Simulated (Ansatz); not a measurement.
CaSe: experiment and calculation

**What was measured.**

From a printed reference work, textbook, for a bulk crystal of CaSe: lattice constant a 5.924 Å.

A printed reference work, monograph, original work of 1988 reports, for a bulk crystal of CaSe at 2 K: band gap 3.85 eV (indirect).

The runs below are set against these values where they give the same quantity.

All numbers below come from DFT PBE, scalar-relativistic, plane waves, PAW (Ansatz 0.2.0).

Cutoff 420 eV; k points 8×8×8 on the computed 2-atom cell (Γ-centred); Gaussian smearing, width 0.02 eV; no spin polarisation.

Relaxed structure, symmetry kept:

```
Ca Se
1.0
     0.00000    2.97937    2.97937
     2.97937    0.00000    2.97937
     2.97937    2.97937    0.00000
Ca Se
1 1
Direct
  0.00000 0.00000 0.00000
  0.50000 0.50000 0.50000
```

| Item | Value |
| --- | --- |
| Space group | Fm-3m (No. 225) |
| Volume per atom | 178.5 bohr³ |
| Formation energy from the elements' standard states (uncorrected) | -2.031 eV/atom |
| Kohn–Sham band gap | 2.08 eV, indirect from Γ to X |
| Löwdin character of the top 1 eV of the valence band | Se 4p 94 %, unprojected 5 % |
| Electron masses at the edge by Cartesian direction of the standard setting (m_e; degenerate bands sorted by energy; no spin-orbit coupling) | x: 1.4; y: 0.29; z: 0.29 |
| Hole masses at the edge by Cartesian direction of the standard setting (m_e; degenerate bands sorted by energy; no spin-orbit coupling) | x: 0.99, 0.99, 0.18; y: 0.99, 0.99, 0.18; z: 0.99, 0.99, 0.18 |
| Bulk modulus | 48 GPa |
| Its pressure derivative | 4.1 |
| Electronic dielectric constant xx, yy, zz of the standard setting (independent particles) | 6.1, 6.1, 6.1 |
| Bader charges (e) | Ca (1 in the cell) 1.45, Se (1 in the cell) -1.45 |

A measured lattice constant a of CaSe is 5.924 Å (a printed reference work, textbook); the calculated 5.959 Å misses it by +0.6 %. The calculation is for 0 K without zero-point motion. Measured band gap of CaSe: 3.85 eV (indirect; 2 K; a printed reference work, monograph, original work of 1988). This calculation gives 2.08 eV (-1.77 eV). Kohn–Sham gaps of semilocal functionals fall short of measured ones as a rule; spin-orbit coupling, left out here, would usually lower the calculated gap of a compound with heavy elements.